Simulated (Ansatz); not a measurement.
The system is CdSe (Cadmoselite).

```
Cd Se
1.0
     4.30000    0.00000    0.00000
    -2.15000    3.72391    0.00000
     0.00000    0.00000    7.02000
Cd Se
2 2
Direct
  0.66667 0.33333 0.50000
  0.33333 0.66667 0.00000
  0.66667 0.33333 0.88500
  0.33333 0.66667 0.38500
```

* Program: Ansatz 0.2.0
* Task: relaxation of cell and atoms
* Functional: PBEsol0
* Potentials or basis: Ansatz PAW
* Cutoff: 420 eV (not typed: the program's choice for these potentials)
* k mesh: 4 × 4 × 2
* Occupations: fermi-dirac, width 0.05 eV
* Spin: no spin polarisation

At the start: volume 28.10 Å³/atom.

Task: Where does the relaxation end?

Result: It ends after 5 steps and the volume is 27.90 Å³/atom (-0.7 %); space group P6_3mc (No. 186, to 0.05 Å).

The path:
```csv
step,energy change (eV),largest force (eV/Å),volume (Å³)
1,0.0000,0.2806,112.41
2,-0.0209,0.0321,110.94
3,-0.0217,0.0038,111.87
4,-0.0219,0.0017,111.59
5,-0.0215,0.0017,111.59
```

Final structure:
```cif
data_structure
_symmetry_space_group_name_H-M 'P 1'
_symmetry_Int_Tables_number 1
_cell_length_a 4.2969
_cell_length_b 4.2969
_cell_length_c 6.9789
_cell_angle_alpha 90.000
_cell_angle_beta 90.000
_cell_angle_gamma 120.000
_cell_volume 111.59
loop_
_atom_site_label
_atom_site_type_symbol
_atom_site_fract_x
_atom_site_fract_y
_atom_site_fract_z
_atom_site_occupancy
Cd1 Cd 0.66667 0.33333 0.50428 1
Cd2 Cd 0.33333 0.66667 0.00428 1
Se1 Se 0.66667 0.33333 0.88072 1
Se2 Se 0.33333 0.66667 0.38072 1
```

Caveat: the k mesh is coarse (spacing up to 0.45 Å⁻¹), so the values aren't converged, least of all with exact exchange; the plane-wave basis is chosen anew once the cell has moved, so the energies of steps on either side of that aren't comparable; the PAW data sets come from PBE, with cores solved anew for the run's functional, which leaves a small shift of forces and pressure.
